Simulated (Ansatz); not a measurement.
**How far is PAW off for TiNi?**

```xyz
2
Lattice="3.0150 0.0000 0.0000 0.0000 3.0150 0.0000 0.0000 0.0000 3.0150" Properties=species:S:1:pos:R:3 pbc="T T T"
Ti    1.5075    1.5075    1.5075
Ni    0.0000    0.0000    0.0000
```

Atoms are numbered in the order listed.

The cell is COD entry 1100132, as deposited and not checked against the literature; nothing was relaxed.

Methods: DFT, LDA, PAW with Ansatz's default frozen-core files, scalar-relativistic (Ansatz 0.2.0); DFT, LDA, all-electron LAPW, scalar-relativistic (Ansatz 0.2.0).

For PAW: a Γ-centred 12×12×12 k mesh, Fermi–Dirac smearing of 0.05 eV, cutoff 420 eV, spin-polarised from start moments Ni2 1.5 μB (the moments died away, and the run ended non-magnetic); the PAW files were made with PBE, and the program remakes their frozen cores for this functional. LAPW targets a basis error of 1 meV/atom. The Ansatz runs share mesh, smearing and spin set-up. Plane-wave (PAW) pressures include the program's estimate of the Pulay term.

Stress and pressure are positive in compression.

Levels count from the Fermi level.

PAW results:

| quantity | PAW |
| --- | --- |
| pressure (GPa) | -12.58 |
| highest filled level at X (eV) | -0.627 |
| lowest empty level at X (eV) | 0.607 |
| highest filled level at M (eV) | -0.751 |
| lowest empty level at M (eV) | 0.497 |

(1) What does LAPW (all electrons) give for the same quantities?

Answers

(1) 
```tsv
quantity	LAPW
pressure (GPa)	-12.63
highest filled level at X (eV)	-0.626
lowest empty level at X (eV)	0.607
highest filled level at M (eV)	-0.751
lowest empty level at M (eV)	0.497
```
